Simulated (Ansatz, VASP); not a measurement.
MnO: VASP beside Ansatz

File INCAR:

```
SYSTEM = MnO
PREC = Accurate ; ENCUT = 520
EDIFF = 1E-7 ; ISMEAR = -1
SIGMA = 0.05 ; LREAL = .FALSE.
LASPH = .TRUE. ; NELM = 150
ALGO = Normal ; ISIF = 2
LWAVE = .FALSE. ; LCHARG = .FALSE.
ISPIN = 2 ; MAGMOM = 4 0
LORBIT = 11 ; LMAXMIX = 4
GGA = PE ; NBANDS = 20
```

File KPOINTS:

```
Automatic mesh
0
G
  10 10 10
  0 0 0
```

The input POSCAR:

```
MnO
1.0
    0.0000000000      2.2089816980      2.2089816980
    2.2089816980      0.0000000000      2.2089816980
    2.2089816980      2.2089816980      0.0000000000
Mn O
1 1
Direct
    0.0000000000      0.0000000000      0.0000000000
    0.5000000000      0.5000000000      0.5000000000
```

File input.yaml:

```yaml
crystal:
  lattice:
    - [0.0, 2.208981698, 2.208981698]
    - [2.208981698, 0.0, 2.208981698]
    - [2.208981698, 2.208981698, 0.0]
  atoms:
    - { symbol: Mn, position: [0.0, 0.0, 0.0], spin: 4.0 }
    - { symbol: O, position: [0.5, 0.5, 0.5] }
kpoints:
  mp_grid: { grid: [10, 10, 10] }
scf:
  occupations: { method: fermi_dirac, width: 0.05 }
hamiltonian:
  xc: pbe
  pseudopotentials: { kind: all_electron, lapw: { basis_error: 0.0005 } }
magnetization:
  spin_polarized: true
output:
  forces: true
  stress: true
  eigenvalues: true
```

Change from the starting cell: volume scaled by 0.98.

Alike in both runs: task single point; functional PBE; k mesh 10 × 10 × 10; occupations fermi-dirac, width 0.05 eV; collinear spin.

```csv
,VASP,Ansatz
version,VASP 6.6.1,Ansatz 0.2.0
potentials or method,"VASP PAW PBE potentials, release 64 (Mn_pv, O)","all-electron LAPW, scalar-relativistic"
plane-wave cutoff (eV),520,see its input
```

Ansatz gave:

| Item | Value |
| --- | --- |
| gap on the k mesh at the Fermi level (eV) | none |
| pressure (GPa) | 2.4 |
| net moment per atom (μB) | 2.37 |
| size of the moment on the site where the two differ most (μB) | 0.23 |

Task: Estimate VASP's values.

Result: gap on the k mesh at the Fermi level (eV): none; pressure (GPa): 2.6; net moment per atom (μB): 2.37; size of the moment on the site where the two differ most (μB): 0.20.

Site moments also hang on the region over which each program counts them. A gap of «none» marks a metal or a gap that the smearing closes. Ansatz ran all-electron here, so the differences hold the error of VASP's frozen core and of both bases.

Caveats: a cell with one magnetic atom can't hold antiferromagnetic order, which such compounds often take; semilocal functionals often make such compounds metallic where correlation or magnetic order opens a gap, which also shifts bond lengths.
